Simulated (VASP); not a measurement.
# Hf (Im-3m) in VASP: further runs, part 2 of 2

VASP 6.6.1. The steps go on from the part before.

### 3 Electric field gradients, PBE (volume scaled by 0.975)

INCAR

```
  ALGO = Fast
  EDIFF = 1E-8
  ENCUT = 520
  GGA = PE
  ISIF = 2
  ISMEAR = -1
  LASPH = True
  LCHARG = False
  LEFG = True
  LREAL = False
  LWAVE = False
  NBANDS = 11
  NELM = 100
  PREC = Accurate
  SIGMA = 0.08
```

KPOINTS

```
k-points
0
Gamma
  16 16 16
```

POSCAR

```
Hf
1.0
   -1.7898312156      1.7898312156      1.7898312156
    1.7898312156     -1.7898312156      1.7898312156
    1.7898312156      1.7898312156     -1.7898312156
Hf
1
Direct
    0.0000000000      0.0000000000      0.0000000000
```

Potentials or basis: VASP PAW PBE potentials, release 64 (Hf_pv).

Run with:

```sh
$ cat potpaw_PBE.64/Hf_pv/POTCAR > POTCAR
$ mpirun -np 1 vasp_std > vasp.out
```

OUTCAR:

```text
EDIFF = 1E-8
   ENCUT = 520
   GGA = PE
   ISIF = 2
   ISMEAR = -1
   LASPH = True
   LREAL = False
   NELM = 100
   PREC = Accurate

 ion  position               nearest neighbor table
   1  0.000  0.000  0.000-

  LATTYP: Found a body centered cubic cell.
 ALAT       =     3.5796624312

  Lattice vectors:

 A1 = (  -1.7898312156,   1.7898312156,   1.7898312156)
[... 544 lines left out ...]
    total drift:                                0.000000      0.000000      0.000000

  FREE ENERGIE OF THE ION-ELECTRON SYSTEM (eV)
  ---------------------------------------------------
  free  energy   TOTEN  =        -9.7572024277 eV

  energy  without entropy=       -9.7150795240  energy(sigma->0) =       -9.73614098

 Electric field gradients (V/A^2)
---------------------------------------------------------------------
 ion       V_xx      V_yy      V_zz      V_xy      V_xz      V_yz
---------------------------------------------------------------------
   1      -0.000    -0.000     0.000    -0.000    -0.000    -0.000
---------------------------------------------------------------------

 Electric field gradients after diagonalization (V/A^2)
 (convention: |V_zz| > |V_xx| > |V_yy|)
----------------------------------------------------------------------
 ion       V_xx      V_yy      V_zz     asymmetry (V_yy - V_xx)/ V_zz
----------------------------------------------------------------------
   1       0.000     0.000    -0.001       0.000
----------------------------------------------------------------------

           NMR quadrupolar parameters

 Cq : quadrupolar parameter    Cq=e*Q*V_zz/h
 eta: asymmetry parameters     (V_yy - V_xx)/ V_zz
 Q  : nuclear electric quadrupole moment in mb (millibarn)
----------------------------------------------------------------------
 ion       Cq(MHz)       eta       Q (mb)
----------------------------------------------------------------------
   1      -0.000       0.000       1.000
----------------------------------------------------------------------
```

OSZICAR:

```text
N       E                     dE             d eps       ncg     rms          rms(c)
DAV:   1     0.123269268099E+02    0.12327E+02   -0.58115E+03  3230   0.841E+02
[... 12 lines left out ...]
RMM:  14    -0.975720351371E+01   -0.19641E-05   -0.31358E-06  3709   0.128E-02    0.187E-02
RMM:  15    -0.975720274857E+01    0.76514E-06   -0.24968E-07  3872   0.384E-03    0.651E-03
RMM:  16    -0.975720260533E+01    0.14324E-06   -0.62692E-08  3632   0.149E-03    0.329E-03
RMM:  17    -0.975720248804E+01    0.11729E-06   -0.19025E-08  3219   0.102E-03    0.137E-03
RMM:  18    -0.975720246706E+01    0.20982E-07   -0.42570E-09  2460   0.462E-04    0.787E-04
RMM:  19    -0.975720242131E+01    0.45753E-07   -0.30010E-09  2317   0.421E-04    0.141E-04
RMM:  20    -0.975720242772E+01   -0.64128E-08   -0.27195E-10  1891   0.156E-04
   1 F= -.97572024E+01 E0= -.97361410E+01  d E =-.421229E-01
```

stdout:

```text
POSCAR found type information on POSCAR Hf
 POSCAR found :  1 types and       1 ions
 scaLAPACK will be used
 LDA part: xc-table for (Slater+PW92), standard interpolation
 POSCAR, INCAR and KPOINTS ok, starting setup
 FFT: planning ... GRIDC
 FFT: planning ... GRID_SOFT
 FFT: planning ... GRID
 WAVECAR not read
 entering main loop
WARNING in EDDRMM: call to ZHEGV failed, returncode =   8  4     10
WARNING in EDDRMM: call to ZHEGV failed, returncode =   8  4     11
WARNING in EDDRMM: call to ZHEGV failed, returncode =   8  4     10
ion   1
```

Run time: 16 s. Hardware: 1 thread of Intel Xeon 6975P-C (Granite Rapids), shared host; peak memory 0.16 GiB.

Results:

```yaml
Free_energy: -9.7572 eV
Pressure: -2.9 GPa
Band_gap_on_the_k_mesh: none (metal or under the smearing width)
```

Electric field gradients, principal values (V/Å²):
```csv
atom,Vxx,Vyy,Vzz
1 Hf,0.000,0.000,-0.001
```

Spin-orbit coupling is left out, which matters for the levels of Hf.

### 4 Electric field gradients, PBE (z stretched by +1.5 % at fixed volume)

INCAR

```
PREC = Accurate
ENCUT = 520
EDIFF = 1E-8
ISMEAR = -1
SIGMA = 0.08
LREAL = False
LASPH = True
NELM = 100
ALGO = Normal
ISIF = 2
LWAVE = False
LCHARG = False
GGA = PE
LEFG = True
NBANDS = 11
```

KPOINTS

```
Automatic mesh
0
Gamma
  16 16 16
```

POSCAR

```
Hf
1.0
   -1.7916129179      1.7916129179      1.8320750000
    1.7916129179     -1.7916129179      1.8320750000
    1.7916129179      1.7916129179     -1.8320750000
Hf
1
Direct
    0.0000000000      0.0000000000      0.0000000000
```

Potentials or basis: VASP PAW PBE potentials, release 64 (Hf_pv).

Run with:

```sh
$ cat potpaw_PBE.64/Hf_pv/POTCAR > POTCAR
$ mpirun -np 1 vasp_std > vasp.out
```

OUTCAR:

```text
PREC = Accurate
   ENCUT = 520
   EDIFF = 1E-8
   ISMEAR = -1
   LREAL = False
   LASPH = True
   NELM = 100
   ISIF = 2
   GGA = PE

 ion  position               nearest neighbor table
   1  0.000  0.000  0.000-

  LATTYP: Found a body centered tetragonal cell.
 ALAT       =     3.5832258358
 C/A-ratio  =     1.0225841652

  Lattice vectors:

 A1 = (  -1.7916129179,   1.7916129179,   1.8320750000)
 A2 = (   1.7916129179,  -1.7916129179,   1.8320750000)
 A3 = (   1.7916129179,   1.7916129179,  -1.8320750000)

Analysis of symmetry for initial positions (statically):
=====================================================================
 Subroutine PRICEL returns:
 Original cell was already a primitive cell.

 Routine SETGRP: Setting up the symmetry group for a
[... 518 lines left out ...]
  in kB      -54.4052021    -54.4052021    -44.4234210      0.0000000     -0.0000000      0.0000000
  external PRESSURE =     -51.0779417 kB  Pullay stress =       0.0000000 kB

 VOLUME and BASIS-vectors are now :
 -----------------------------------------------------------------------------
  energy-cutoff  :      520.00
  volume of cell :       23.52
      direct lattice vectors                 reciprocal lattice vectors
    -1.791612918  1.791612918  1.832075000     0.000000000  0.279078140  0.272914591
     1.791612918 -1.791612918  1.832075000     0.279078140  0.000000000  0.272914591
     1.791612918  1.791612918 -1.832075000     0.279078140  0.279078140  0.000000000

 POSITION                                       TOTAL-FORCE (eV/Angst)
 -----------------------------------------------------------------------------------
      0.00000      0.00000      0.00000         0.000000      0.000000      0.000000
 -----------------------------------------------------------------------------------
    total drift:                               -0.000000      0.000000      0.000000

  FREE ENERGIE OF THE ION-ELECTRON SYSTEM (eV)
  ---------------------------------------------------
  free  energy   TOTEN  =        -9.7434882380 eV

  energy  without entropy=       -9.6992298033  energy(sigma->0) =       -9.72135902

 Electric field gradients (V/A^2)
---------------------------------------------------------------------
 ion       V_xx      V_yy      V_zz      V_xy      V_xz      V_yz
---------------------------------------------------------------------
   1      -0.608    -0.608     1.215    -0.000    -0.000    -0.000
---------------------------------------------------------------------

 Electric field gradients after diagonalization (V/A^2)
 (convention: |V_zz| > |V_xx| > |V_yy|)
----------------------------------------------------------------------
 ion       V_xx      V_yy      V_zz     asymmetry (V_yy - V_xx)/ V_zz
----------------------------------------------------------------------
   1      -0.608    -0.607     1.215       0.000
----------------------------------------------------------------------

           NMR quadrupolar parameters

 Cq : quadrupolar parameter    Cq=e*Q*V_zz/h
 eta: asymmetry parameters     (V_yy - V_xx)/ V_zz
 Q  : nuclear electric quadrupole moment in mb (millibarn)
----------------------------------------------------------------------
 ion       Cq(MHz)       eta       Q (mb)
----------------------------------------------------------------------
   1       0.003       0.000       1.000
----------------------------------------------------------------------
```

It took 22 s on 1 thread of Intel Xeon 6975P-C (Granite Rapids), shared host; peak memory 0.21 GiB.

What came out:

| Property | Result |
| --- | --- |
| Free energy | -9.7435 eV |
| Pressure | -5.1 GPa |
| Band gap on the k mesh | none (metal or under the smearing width) |

Stress tensor (GPa, compression positive):
```
-5.44  0.00  0.00
 0.00 -5.44  0.00
 0.00  0.00 -4.44
```

Levels at points of the mesh, in eV from the Fermi level:
| k point | band 3 | band 4 | band 5 | band 6 | band 7 | band 8 |
| --- | --- | --- | --- | --- | --- | --- |
| (0.00, 0.00, 0.00) | -30.04 | -6.88 | 1.41 | 1.41 | 1.64 | 3.96 |
| (0.50, 0.00, 0.00) | -30.04 | -3.24 | -0.33 | 0.84 | 3.80 | 4.85 |
| (0.50, 0.50, 0.00) | -30.05 | -3.20 | -0.57 | 0.97 | 4.13 | 4.98 |
| (0.50, 0.50, 0.50) | -30.51 | -2.40 | -2.34 | 6.35 | 6.42 | 6.42 |

Electric field gradients, principal values (V/Å²):
```csv
atom,Vxx,Vyy,Vzz
1 Hf,-0.607,-0.608,1.215
```

The run has no spin-orbit coupling, so splittings on Hf are missing.

### 5 The runs side by side

```tsv
task	cell	k mesh for the DOS	occupations for the DOS	gap on the mesh (eV)	pressure (GPa)
density of states	as given	24 × 24 × 24	tetrahedron	-	-
electric field gradients	volume scaled by 0.975, PAW files	-	-	none	-2.9
electric field gradients	z stretched by +1.5 % at fixed volume, PAW files	-	-	none	-5.1
```

Alike in all rows: level PBE; potentials or basis VASP PAW PBE potentials, release 64 (Hf_pv); no spin polarisation; k mesh 16 × 16 × 16; cutoff (eV) 520; smearing fermi-dirac 0.08 eV.

Absolute energies hang on the potentials; compare differences alone.
